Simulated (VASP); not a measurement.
Al2O3 (Corundum):

```
CELL_PARAMETERS angstrom
2.38025 1.37424 4.33187
-2.38025 1.37424 4.33187
0.00000 -2.74848 4.33187
ATOMIC_POSITIONS crystal
Al 0.85216 0.85216 0.85216
Al 0.64784 0.64784 0.64784
Al 0.14784 0.14784 0.14784
Al 0.35216 0.35216 0.35216
O 0.05668 0.75000 0.44332
O 0.75000 0.44332 0.05668
O 0.44332 0.05668 0.75000
O 0.94332 0.25000 0.55668
O 0.25000 0.55668 0.94332
O 0.55668 0.94332 0.25000
```

| Quantity | Value |
| --- | --- |
| Program | VASP 6.6.1 |
| Task | relaxation of cell and atoms |
| Functional | vdW-DF |
| Potentials or basis | VASP PAW PBE potentials, release 64 (Al, O) |
| Cutoff | 600 eV |
| k mesh | 7 × 7 × 7 |
| Occupations | fermi-dirac, width 0.05 eV |
| Spin | no spin polarisation |

At the start: pressure 11.6 GPa; volume 8.50 Å³/atom.

**Question.** How do energy, volume and symmetry change on relaxing?

**Answer.** Over 5 steps the energy falls by 14.3 meV/atom and the volume is 8.91 Å³/atom (+4.8 %); space group R-3c (No. 167, to 0.05 Å).

Step by step:
```tsv
step	energy change (eV)	largest force (eV/Å)	pressure (GPa)	volume (Å³)
1	0.0000	0.0353	11.59	85.02
2	-0.0422	0.0844	-8.35	92.81
3	-0.1424	0.0472	-0.04	89.13
4	-0.1423	0.0467	0.17	89.05
5	-0.1428	0.0108	0.15	89.07
```

Final structure:
```yaml
crystal:
  lattice:
    - [2.41720, 1.39557, 4.40053]
    - [-2.41720, 1.39557, 4.40053]
    - [0.00000, -2.79115, 4.40053]
  atoms:
    - { symbol: Al, position: [0.85235, 0.85235, 0.85235] }
    - { symbol: Al, position: [0.64765, 0.64765, 0.64765] }
    - { symbol: Al, position: [0.14765, 0.14765, 0.14765] }
    - { symbol: Al, position: [0.35235, 0.35235, 0.35235] }
    - { symbol: O, position: [0.05658, 0.75000, 0.44342] }
    - { symbol: O, position: [0.75000, 0.44342, 0.05658] }
    - { symbol: O, position: [0.44342, 0.05658, 0.75000] }
    - { symbol: O, position: [0.94342, 0.25000, 0.55658] }
    - { symbol: O, position: [0.25000, 0.55658, 0.94342] }
    - { symbol: O, position: [0.55658, 0.94342, 0.25000] }
```

Caveat: the PAW data sets were made with another functional, which shifts forces and pressure a little.
